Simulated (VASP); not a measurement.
# A slab model of a single sheet of MoS2

How does a single sheet of MoS2 behave as a surface?

Program: VASP 6.6.1. Level of theory: PBE with D3(BJ), no spin polarisation; plane waves and PAW (S, Mo). Results are calculated unless marked as measured.

Report form: the programs' logs are mostly left out.

## 1. Set-up

The cell holds 3 atoms: 2 S and 1 Mo. Its edges and angles: a = 3.169 Å, b = 3.169 Å, c = 18.130 Å, α = 90.0°, β = 90.0°, γ = 120.0°. It derives from MoS2. 1 sheet cut from a layered arrangement of the crystal. Vacuum lies along c.

## 2. Surface relaxation

All atoms relax at the fixed cell.

Input file INCAR:

```
SYSTEM = MoS2
PREC = Normal
ENCUT = 300
EDIFF = 1E-05
NELM = 120
ISMEAR = 0
SIGMA = 0.05
LREAL = .FALSE.
ALGO = Fast
GGA = PE
IVDW = 12
NBANDS = 15
LASPH = .TRUE.
LORBIT = 11
LWAVE = .FALSE.
LCHARG = .FALSE.
KPAR = 2
IBRION = 2
NSW = 40
ISIF = 2
EDIFFG = -0.03
POTIM = 0.4
MAXMIX = 40
IDIPOL = 3
LDIPOL = .TRUE.
DIPOL = 0.5 0.5 0.5
```

Input file POSCAR:

```
MoS2
1.0
    3.1690000000      0.0000000000      0.0000000000
   -1.5845000000      2.7444345050      0.0000000000
    0.0000000000      0.0000000000     18.1302960000
S Mo
2 1
Direct
    0.6666666670      0.3333333330      0.5863277690
    0.6666666670      0.3333333330      0.4136722310
    0.3333333330      0.6666666670      0.5000000000
```

Input file KPOINTS:

```
Automatic mesh
0
Gamma
9 9 1
0 0 0
```

PAW data sets: S and Mo (PBE family, release 64).

On the command line:

```sh
$ mpirun -np 2 vasp_std
```

The job ended after 5.8 s (2 MPI ranks of AMD EPYC 9R45, shared host; peak memory 0.26 GiB; 10 s of CPU time).

This run has no spin polarisation, so a moment on Mo, if there is one, isn't seen. The gap is read on the k-mesh alone, so it is an upper bound where the band edges lie off the mesh. The data set Mo keeps the semicore shell frozen, which is cheaper and a little less accurate. The run keeps the 12 symmetry operations of its start, so it cannot find a distortion of lower symmetry.

Hardly anything moved in the relaxation; the energy changed by under 0.2 meV an atom.

Numbers from this step:

* electronic cycles: 23
* electrons: 18
* free energy (TOTEN): -22.74 eV
* Fermi energy: -1.930 eV
* labelled metallic, from the levels on this mesh: no
* dipole moment: 0, 0, 0 e·Å
* gap on the k-mesh: 1.719 eV
* least direct gap on the k-mesh: 1.719 eV

The run ended after 2 ionic steps, 0.000 eV below its first step, once the forces on the free atoms met EDIFFG = -0.03.

Only the dipole across the slab is computed (IDIPOL = 3); zeros along the plane are no results.

## 3. Potential and states of the slab

A static run writes the electrostatic potential without exchange and correlation (LVHAR), which is flat in the vacuum and gives the level to count from. The dipole correction cancels the field that unlike faces would set up across the vacuum.

Input file INCAR:

```
SYSTEM = MoS2
PREC = Normal
ENCUT = 300
EDIFF = 1E-06
NELM = 120
ISMEAR = 0
SIGMA = 0.05
LREAL = .FALSE.
ALGO = Fast
GGA = PE
IVDW = 12
NBANDS = 22
LASPH = .TRUE.
LORBIT = 11
LWAVE = .FALSE.
LCHARG = .TRUE.
IDIPOL = 3
LDIPOL = .TRUE.
DIPOL = 0.5 0.5 0.5
LVHAR = .TRUE.
LVACPOTAV = .TRUE.
LELF = .TRUE.
NEDOS = 1500
```

Input file POSCAR:

```
MoS2
1.0
    3.1690000000      0.0000000000      0.0000000000
   -1.5845000000      2.7444345050      0.0000000000
    0.0000000000      0.0000000000     18.1302960000
S Mo
2 1
Direct
    0.6666666670      0.3333333330      0.5862465663
    0.6666666670      0.3333333330      0.4137534337
    0.3333333330      0.6666666670      0.5000000000
```

KPOINTS is that of step 2.

Input file KPOINTS_OPT:

```
Line mode
14
Line-mode
Reciprocal
  0.00000000   0.00000000   0.00000000 GAMMA
  0.50000000   0.00000000   0.00000000 M

  0.50000000   0.00000000   0.00000000 M
  0.33333333   0.33333333   0.00000000 K

  0.33333333   0.33333333   0.00000000 K
  0.00000000   0.00000000   0.00000000 GAMMA
```

On the command line:

```sh
$ mpirun -np 2 vasp_std
```

Elapsed: 12 s, on 2 MPI ranks; peak memory 0.26 GiB.

This step gave:

```yaml
electronic_cycles: 22
fermi_energy: -1.959 eV
least_gap_on_mesh_and_path: 1.719 eV
least_direct_gap_on_mesh_and_path: 1.719 eV
vacuum_levels: 3.752, 3.752 eV
ionisation_potentials_of_the_upper_and_lower_face: 5.919, 5.919 eV
electron_affinities_of_the_upper_and_lower_face: 4.200, 4.200 eV
```

Electronic bands along the path, in eV, zero at the valence-band top; v1 is the highest filled band, c1 the lowest empty one:

```
          point     v4     v3     v2     v1    c1    c2    c3    c4
              Γ  -1.78  -1.46  -1.46  -0.05  2.83  2.83  3.05  3.05
0.46 of the way  -2.36  -1.85  -1.25  -0.64  2.17  2.45  2.84  3.73
              M  -3.15  -1.89  -0.91  -0.64  2.25  2.77  3.96  4.32
0.46 of the way  -3.16  -2.20  -1.89  -0.32  2.19  3.01  3.57  4.41
              K  -3.57  -2.90  -2.18   0.00  1.72  3.04  3.56  4.94
0.46 of the way  -3.27  -2.02  -1.11  -0.80  1.95  2.52  2.78  4.30
              Γ  -1.78  -1.46  -1.46  -0.05  2.83  2.83  3.05  3.05
```

Of the projections kept (S, Mo), the largest for each band there; the rest of the weight can lie on other orbitals:

```
point       v4       v3       v2       v1       c1       c2       c3       c4
    Γ   S 0.90  Mo 0.65  Mo 0.65  Mo 0.81   S 0.52   S 0.52   S 0.60   S 0.60
    M  Mo 0.60   S 0.70   S 0.78  Mo 0.73  Mo 0.96  Mo 0.91  Mo 0.64  Mo 0.60
    K   S 0.59   S 0.80   S 0.60  Mo 0.85  Mo 0.92  Mo 0.78  Mo 0.80  Mo 0.70
    Γ   S 0.90  Mo 0.65  Mo 0.65  Mo 0.81   S 0.52   S 0.52   S 0.60   S 0.60
```

The density of states has structure finer than the step of the table below, so its rows give means over 1 eV, whole bins alone (the curve runs from -12.0 to 9.63 eV). Peaks (eV: height): total -3.8: 8.68, -1.8: 9.00, 8.2: 8.54, 9.2: 8.08; S s -3.8: 0.379, 2.9: 0.162, 8.2: 0.220, 8.6: 0.237; S p -5.1: 2.34, -3.8: 2.83, -3.1: 2.52, -1.8: 3.53; Mo s -3.8: 0.535, 7.2: 0.431, 8.6: 0.441, 8.9: 0.574; Mo p -3.8: 0.322, -1.8: 0.491, 8.6: 0.503, 8.9: 0.277.

Means over bins of 0.077 eV. Table of density of states by energy, zero at the valence-band top; means over each step; values in states/eV/cell:

```
energy (eV)  total      S s     S p     Mo s     Mo p    Mo d
         -7      0        0       0        0        0       0
         -6  0.356  0.00480   0.111   0.0401  0.00821  0.0510
         -5   2.68   0.0288   0.849    0.105   0.0755   0.678
         -4   2.27   0.0934   0.732    0.116   0.0871   0.506
         -3   2.55   0.0192   0.889   0.0190   0.0764   0.838
         -2   2.89   0.0342    1.12   0.0126    0.114   0.815
         -1   2.40   0.0210   0.796   0.0105    0.112   0.826
          0  0.795  0.00371   0.127  0.00705   0.0117   0.486
          1      0        0       0        0        0       0
          2   2.38   0.0139   0.372   0.0167   0.0243    1.49
          3   3.32   0.0567   0.609   0.0171   0.0323    1.87
          4   1.83   0.0347   0.486        0  0.00557   0.854
          5  0.466   0.0219  0.0928   6.5e-4   5.3e-4   0.242
          6   1.04   0.0112  0.0307   0.0593   0.0138  0.0321
          7   2.15   0.0320  0.0765    0.123   0.0719  0.0930
          8   2.32   0.0473  0.0872    0.104   0.0670  0.0614
          9   3.37   0.0656   0.176    0.132    0.129   0.144
```

Zero at the Fermi level. Table of planar average of the electrostatic potential by height:

```
height (Å)  planar average of the electrostatic potential (eV)
       0.0                                                5.71
       0.5                                                5.71
       1.0                                                5.71
       1.5                                                5.71
       2.0                                                5.71
       2.5                                                5.71
       3.0                                                5.71
       3.5                                                5.71
       4.0                                                5.71
       4.5                                                5.71
       5.0                                                5.69
       5.5                                                5.62
       6.0                                                5.26
       6.5                                                3.51
       7.0                                               -5.28
       7.5                                               -14.3
       8.0                                               -8.43
       8.5                                               -5.91
       9.0                                               -8.40
       9.5                                               -6.75
      10.0                                               -6.39
      10.5                                               -13.9
      11.0                                               -8.78
      11.5                                                2.46
      12.0                                                5.03
      12.5                                                5.57
      13.0                                                5.68
      13.5                                                5.71
      14.0                                                5.71
      14.5                                                5.71
      15.0                                                5.71
      15.5                                                5.71
      16.0                                                5.71
      16.5                                                5.71
      17.0                                                5.71
      17.5                                                5.71
      18.0                                                5.71
```

Density of states in the PAW spheres, an atom over height of the layer and energy from the Fermi level.

Ten even steps from '0' (0.00 states/eV) to '9' (1.42 states/eV), each cell a mean:
```
000
000
060
191
363
222
686
252
141
484
373
464
353
121
252
373
121
000
000
000
000
000
```
Columns: height of the layer (Å) from 7.5 to 10.6; rows upwards: energy from the Fermi level (eV) from -7.9 to 0.5.

Valence density in the ca plane at fractional y = 0.333, with atoms of S within 0.2 Å of it. It is the smooth field of the valence electrons, not physical close to the nuclei.

Values in units of 1e-1 e/Å³, 5 rows by 16 columns, each cell a mean:
```
0.0 0.0 0.0 0.0 0.0 1.3 8.3 5.7 4.5 9.0 2.2 0.1 0.0 0.0 0.0 0.0
0.0 0.0 0.0 0.0 0.0 2.3 7.2 6.9 5.6 7.1 4.0 0.1 0.0 0.0 0.0 0.0
0.0 0.0 0.0 0.0 0.0 1.3 8.3 5.8 4.6 8.9 2.3 0.1 0.0 0.0 0.0 0.0
0.0 0.0 0.0 0.0 0.0 0.3 2.3 3.3 3.4 2.7 0.5 0.0 0.0 0.0 0.0 0.0
0.0 0.0 0.0 0.0 0.0 0.3 2.2 3.2 3.4 2.5 0.5 0.0 0.0 0.0 0.0 0.0
```
Columns run along c (18.1 Å), rows up along a (3.2 Å). Atoms in or near the plane, at fractional coordinates: S at (0.59, 0.67), S at (0.41, 0.67).

Electrostatic potential energy in the ca plane at fractional y = 0.333, with atoms of S within 0.2 Å of it. With pseudopotentials it is smooth inside the atoms' cores, unlike the true potential.

Ten even steps from '0' (-66 eV) to '9' (4 eV), each cell a mean:
```
99999999999999999757888886589999999999999999
99999999999999997101799840049999999999999999
99999999999999996000699830028999999999999999
99999999999999997202799850059999999999999999
99999999999999999767888887689999999999999999
99999999999999999999877889999999999999999999
99999999999999999999877889999999999999999999
99999999999999999999887889999999999999999999
```
Columns run along c (18.1 Å; values clipped at the 3rd and 97th percentile), rows up along a (3.2 Å). Atoms in or near the plane, at fractional coordinates: S at (0.59, 0.67), S at (0.41, 0.67).

ELF in the ca plane at fractional y = 0.333, with atoms of S within 0.2 Å of it. It is the smooth field of the valence electrons, not physical close to the nuclei.

Ten even steps from '0' (0.00) to '9' (0.94), each cell a mean:
```
00000000000013578888632478898642000000000000
00000000000003799867742576799863000000000000
00000000000013899845742574599863000000000000
00000000000023799977732587799862000000000000
00000000000003468888622478887522000000000000
00000000000000013454211234432100000000000000
00000000000010000122111112210000000000000000
00000000000001124565322246553100000000000000
```
Columns run along c (18.1 Å), rows up along a (3.2 Å). Atoms in or near the plane, at fractional coordinates: S at (0.59, 0.67), S at (0.41, 0.67).

The map of layer states is cut here 0.5 eV above the Fermi level, so it leaves out the states above that.

The vacuum level lies 5.92 eV above the highest filled level at the upper face; both faces agree, as the slab has next to no dipole.

The program found no field-free point at its default tolerance, but its printed level agrees with the flat part of the planar average.

## 4. Derived quantities

This step: slab, PBE + D3(BJ); plane waves and PAW (VASP 6.6.1).

Derived from the runs above.

Numbers from this step:

```yaml
ionisation_potential_at_the_upper_face: 5.919 eV
```

## 5. What came out

- ionisation potential of the slab: 5.92 eV

The ionisation potential is 5.92 eV at both faces. The atoms hardly moved within the symmetry of the start. Semilocal band edges put the ionisation potential too low and the gap too small. The cell in the plane was kept as given and was not relaxed here. The slab has a gap, so the level below the vacuum is counted from the highest filled level.

[Lines on the potential files, build, host, timing and source positions are cut from VASP's logs without a mark.]

[Logs are printed without paths, hosts, clocks, repeated set-up lines and the standing remarks that a program may print on its own settings, such as how far it seeks lower states.]

[Hosts, paths, dates, database ids (printed as entryN), source tags and the programs' standing remarks are cut or masked in the printed files.]

[In band tables of VASP the shares of atoms and orbitals are scaled to a sum of 1 inside the atoms' spheres.]

[Runs that stopped without an error message from VASP are left out.]
